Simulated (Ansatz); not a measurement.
Structure types of Mn compared at 95 GPa

Structure types of Mn are relaxed in primitive cells with their symmetry kept at 95 GPa, first on PAW files, then by LAPW. The enthalpy is E + pV at zero temperature, without zero-point motion. Only the types listed were tried, and differences under about 5 meV/atom are mesh noise. The real phase may be another.

Computed with Ansatz 0.2.0; functional PBE, scalar-relativistic. Settings: Fermi–Dirac smearing of 0.08 eV, spin-polarised from start moments Mn 3 μB. Methods: LAPW: all electrons, basis error target 0.5 meV/atom; PAW: frozen-core files, cutoff 420 eV.

k meshes: fcc 20×20×20, bcc 21×21×21, hcp 19×19×10, diamond 15×15×15, simple hexagonal 19×19×18, beta tin 19×19×19.

Antiferromagnetic order, which Cr and Mn prefer near zero pressure, wasn't tried. The start moments died away, and the runs ended non-magnetic.

**Question.** Which type is lowest in enthalpy, and by how much?

**Answer.** hcp, 47 meV/atom below fcc. The whole table:

| start type | ends as | a, b, c (Å) | V (Å³/atom) | H − H(lowest), LAPW (meV/atom) | same, PAW | moment (μB/atom) |
| --- | --- | --- | --- | --- | --- | --- |
| fcc | fcc, Fm-3m | 3.263, 3.263, 3.263 | 8.68 | 46.6 | 46.6 | 0.00 |
| bcc | bcc, Im-3m | 2.592, 2.592, 2.592 | 8.71 | 140.2 | 142.3 | 0.00 |
| hcp | hcp, P6_3/mmc | 2.313, 2.313, 3.736 | 8.65 | 0.0 | 0.0 | 0.00 |
| diamond | diamond, Fd-3m | 4.432, 4.432, 4.432 | 10.89 | 3144.1 | 3146.9 | 0.00 |
| simple hexagonal | simple hexagonal, P6/mmm | 2.283, 2.283, 1.981 | 8.95 | 832.9 | 833.4 | 0.00 |
| beta tin | beta tin, I4_1/amd | 4.080, 4.080, 2.174 | 9.05 | 951.8 | 952.7 | 0.00 |

**Question.** Split the lead of hcp over fcc into energy and pV.

**Answer.** For fcc less hcp: ΔE = +29.3 meV/atom, and p·ΔV = 95 GPa × +0.0291 Å³ × 6.242 meV/(GPa·Å³) = +17.3 meV/atom, together 46.6 meV/atom. hcp wins on both counts.
